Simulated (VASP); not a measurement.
Crystal: Rh.

```
Rh
1.0
     3.05269    0.00000    0.00000
     0.23719    3.70778    0.00000
     0.27186   -0.94988    3.08955
Rh
2
Direct
  0.75000 0.27057 0.40754
  0.18008 0.69653 0.99498
```

The cell was built by a generator and needn't be a form met in nature.

The cell isn't the ideal one: random cell without symmetry.

| Quantity | Value |
| --- | --- |
| Program | VASP 6.6.1 |
| Task | relaxation of cell and atoms |
| Functional | PBE |
| Potentials or basis | VASP PAW PBE potentials, release 64 (Rh_pv) |
| Cutoff | 600 eV |
| k mesh | 6 × 6 × 6 |
| Occupations | gaussian, width 0.1 eV |
| Spin | no spin polarisation |

At the start: pressure -12.9 GPa; volume 17.48 Å³/atom.

Where does the relaxation end?

Over 17 steps the energy falls by 734.7 meV/atom and the volume is 14.07 Å³/atom (-19.5 %); space group I4/mmm (No. 139, to 0.05 Å).

The path:
```
step  energy change (eV)  largest force (eV/Å)  pressure (GPa)  volume (Å³)
   1              0.0000                1.5102          -12.94        34.97
   2             -0.2271                3.4440           30.95        28.13
   3             -0.4740                1.0373            5.90        30.56
   4             -0.7241                2.3780            1.44        30.45
   5             -0.7241                2.3567            1.42        30.46
   6             -0.9841                1.6280           -8.34        30.76
   7             -1.0320                1.3445          -11.21        30.85
   8             -1.2327                0.9903            2.55        28.32
   9             -1.2327                0.9851            2.89        28.27
  10             -1.3589                0.6970            1.90        28.10
  11             -1.4332                0.5333            3.43        27.82
  12             -1.4539                0.2798           -4.75        28.68
  13             -1.4580                0.3366           -2.54        28.43
  14             -1.4665                0.1545            1.34        27.97
  15             -1.4667                0.1782            0.80        28.03
  16             -1.4693                0.0438           -0.05        28.12
  17             -1.4694                0.0273           -0.26        28.14
```

Final structure:
```
Rh
1.0
     2.72134   -0.07102   -0.13218
     0.13231    3.73388    0.61466
     0.12253   -0.45114    2.68651
Rh
2
Cartesian
  2.0339 0.6175 1.2625
  0.7970 2.2948 2.9769
```

Caveat: the volume moved by over 15 % at a fixed basis, so the end points are rough.
